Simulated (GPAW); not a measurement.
The system is CdS (Hawleyite).

```
Cd S
1.0
     0.00000    2.91650    2.91650
     2.91650    0.00000    2.91650
     2.91650    2.91650    0.00000
Cd S
1 1
Direct
  0.00000 0.00000 0.00000
  0.75000 0.75000 0.75000
```

Base run:

* Program: GPAW 26.7.0
* Functional: mBEEF
* Potentials or basis: GPAW PAW data sets (gpaw-data 1.2.1)
* Cutoff: 600 eV
* Basis: pw
* k mesh: 6 × 6 × 6
* Occupations: fermi-dirac, width 0.05 eV
* Spin: spin-orbit coupling, no magnetisation

Its results: band gap on the k mesh 1.87 eV, direct; pressure 2.2 GPa.

Problem. The run is repeated on the same cell with these changes: functional from mBEEF to M06-L. What comes out?

Solution. Band gap on the k mesh 1.49 eV, direct; pressure 2.0 GPa.

Caveats: spin-orbit coupling was added after a scalar SCF, so levels and gaps hold it while energy, forces, pressure and moments don't; this program's spin-orbit splittings come out too wide for heavy elements; the PAW data sets were made with another functional, which shifts forces and pressure a little.

Not every run made on this cell is shown here.
